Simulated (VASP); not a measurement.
A run of VASP 6.6.1 is set up as follows.

INCAR

```
SYSTEM = Ti
PREC = Accurate
ENCUT = 520
EDIFF = 1E-7
ISMEAR = 0
SIGMA = 0.1
LREAL = .False.
LASPH = .True.
NELM = 60
ALGO = Normal
ISIF = 3
LWAVE = .False.
LCHARG = .False.
METAGGA = R2SCAN
LMIXTAU = .True.
LUSE_VDW = .True.
IVDW_NL = 2
BPARAM = 11.95
CPARAM = 0.0093
IBRION = 2
NSW = 80
EDIFFG = -0.002
```

KPOINTS

```
Automatic mesh
0
Gamma
  18 18 10
  0 0 0
```

The input POSCAR:

```
Ti                                      
1.0
    2.9315243836     -0.0000000000     -0.0000000000
   -1.4657621918      2.5387745868     -0.0000000000
    0.0000000000     -0.0000000000      4.6300643346
  Ti            
     2
Direct
     0.3333333300000021    0.6666666699999979    0.2500000000000000
     0.6666666699999979    0.3333333300000021    0.7500000000000000
```

Potentials or basis: VASP PAW PBE potentials, release 64 (Ti_sv).

The run is started by

```sh
$ cat potpaw_PBE.64/Ti_sv/POTCAR > POTCAR
$ mpirun -np 1 vasp_std > vasp.out
```

(1) Predict the relaxed volume.

(2) Estimate the band gap on the k mesh.

Results:

(1) 17.22 Å³/atom.

(2) none (metal or under the smearing width).

Caveat: the PAW data sets were made with another functional, which shifts forces and pressure a little; pairwise dispersion overbinds metals, which lowers pressure and volume.
